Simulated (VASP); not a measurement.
Crystal: CdSe (Cadmoselite).

```
Cd Se
1.0
     4.30969    0.00000    0.00000
    -2.15484    3.73230    0.00000
     0.00000    0.00000    7.03519
Cd Se
2 2
Cartesian
  0.0000 2.4882 0.0328
  2.1548 1.2441 3.5504
  0.0000 2.4882 2.6757
  2.1548 1.2441 6.1933
```

Program: VASP 6.6.1. Alike in all runs: task band structure; potentials or basis VASP PAW PBE potentials, release 64 (Cd, Se); no spin polarisation; cell as given; k mesh 6 × 6 × 3; cutoff (eV) 520; smearing gaussian 0.03 eV.

Problem. Order these runs on this cell by their band gap on the k mesh, lowest first.
A. level HSE06; screening parameter 0.2 1/A; further INCAR settings ALGO = Normal; EDIFF = 1e-06
B. level PBE-EpsX; further INCAR settings ALGO = Normal; EDIFF = 1e-06; exchange at q = 0 truncated; share of exact exchange 0.1061
C. level PBE; further INCAR settings ALGO = Fast; EDIFF = 1e-06
D. level PBE0; further INCAR settings ALGO = Normal; EDIFF = 1e-06; exchange at q = 0 truncated

Solution. C (0.65 eV), B (1.28 eV), A (1.61 eV), D (2.20 eV).
